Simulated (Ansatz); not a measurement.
Runs of Ansatz 0.2.0 on PbF2 (Fluorocronite). Symmetry: Fm-3m, No. 225, cubic system. The conventional cell has a = 5.927 Å, b = 5.927 Å, c = 5.927 Å, α = 90.00°, β = 90.00°, γ = 90.00°. Pb (site symmetry m-3m) is surrounded by 8 F at 2.57 Å. Around F (site symmetry -43m) lie 4 Pb at 2.57 Å. 

```tsv
task	level	k mesh	atoms under strain	gap on the mesh (eV)
phonons	PBEsol	6 × 6 × 6	-	4.33
Born charges and dielectric tensor	PBE	8 × 8 × 8	-	(a)
Born charges and dielectric tensor	LDA	8 × 8 × 8	-	4.26
phonons	PBE	6 × 6 × 6	-	4.44
elastic constants	PBE	6 × 6 × 6	relaxed	4.44
```

Alike in all rows: potentials or basis Ansatz PAW; no spin polarisation; cell as given; cutoff (eV) 420; smearing fixed.

Q: Fill in the values left out.

A: (a) 4.42.

Caveats: spin-orbit coupling is left out, which as a rule narrows the gap of such compounds by several tenths of an eV.

A k mesh can miss the band edges, and the runs leave out spin-orbit coupling on Pb.
